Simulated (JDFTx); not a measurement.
Runs of JDFTx 1.7.0 (patched build) on KF (Carobbiite). The structure is cubic, space group Fm-3m (No. 225). Conventional cell: a = 5.344 Å, b = 5.344 Å, c = 5.344 Å, α = 90.00°, β = 90.00°, γ = 90.00°. Around K (site symmetry m-3m) lie 6 F at 2.67 Å. Around F (site symmetry m-3m) lie 6 K at 2.67 Å. 

```csv
task,level,potentials or basis,k mesh,cutoff (eV),max SCF steps,SCF threshold on the energy,solver of the electrons,further solve for the empty bands,band ratio of the Davidson solver,mesh quality,gap on the mesh (eV),pressure (GPa),V0 of scaled cells (Å³/atom),B0 (GPa)
single point,r2SCAN,SG15-PBE-1.2 with smoothed tails,9 × 9 × 9,1361,100,1e-09 Ha,scf,yes,-,not flagged,6.81,(c),-,-
single point,HSE06,PseudoDojo-SR-PBE-0.5-standard with smoothed tails,3 × 3 × 3,1143,100,1e-07 Ha,scf,yes,-,coarse,8.22,0.5,-,-
equation of state,PBEsol,PseudoDojo-SR-PBEsol-0.4.1-standard with smoothed tails,9 × 9 × 9,1143,100,1e-09 Ha,scf,-,-,not flagged,-,-,(b),(a)
equation of state,r2SCAN,SG15-PBE-1.2 with smoothed tails,7 × 7 × 7,1361,100,1e-09 Ha,scf,-,-,not flagged,-,-,18.73,35
```

Alike in all rows: no spin polarisation; cell as given; smearing fermi-dirac 0.05 eV.

Task: Fill in the values left out.

Result: (a) 33; (b) 18.63; (c) -0.6.

Caveats: some runs use coarse meshes; the potentials were made for another functional, which shifts forces and pressure (some runs); an odd mesh through Γ misses points on the zone boundary, where band edges often lie (some runs); this program's HSE differs a little from the usual definition (some runs); the hybrid runs on potentials with a model core (some runs).

Not every run made on this cell is shown here.
